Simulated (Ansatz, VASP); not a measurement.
# Two plane-wave programs on CsI

```
Cs I
1.0
     4.56670    0.00000    0.00000
     0.00000    4.56670    0.00000
     0.00000    0.00000    4.56670
Cs I
1 1
Direct
  0.00000 0.00000 0.00000
  0.50000 0.50000 0.50000
```

Alike in both runs: task single point; functional PBEsol; k mesh 6 × 6 × 6; occupations gaussian, width 0.05 eV; no spin polarisation.

```csv
,VASP,Ansatz
version,VASP 6.6.1,Ansatz 0.2.0
potentials or method,"VASP PAW PBE potentials, release 64 (Cs_sv, I)","scalar-relativistic, plane waves, PAW"
plane-wave cutoff (eV),520,420
valence electrons in the cell,16,26
```

|  | VASP | Ansatz | Ansatz less VASP |
| --- | --- | --- | --- |
| gap on the k mesh at the Fermi level (eV) | 3.70 | 3.72 | +0.013 |
| least direct gap on the mesh (eV) | 3.79 | 3.80 | +0.009 |
| pressure (GPa) | -0.4 | -0.5 | -0.04 |

The two sets of potentials don't hold the same shells in valence.

Caveats: the PAW data sets were made with another functional, which shifts forces and pressure a little (VASP); spin-orbit coupling is left out, which moves the levels of the heavy elements. A k mesh can miss the band edges. Expect the measured gap to be larger: semilocal functionals such as PBEsol lack the derivative discontinuity.
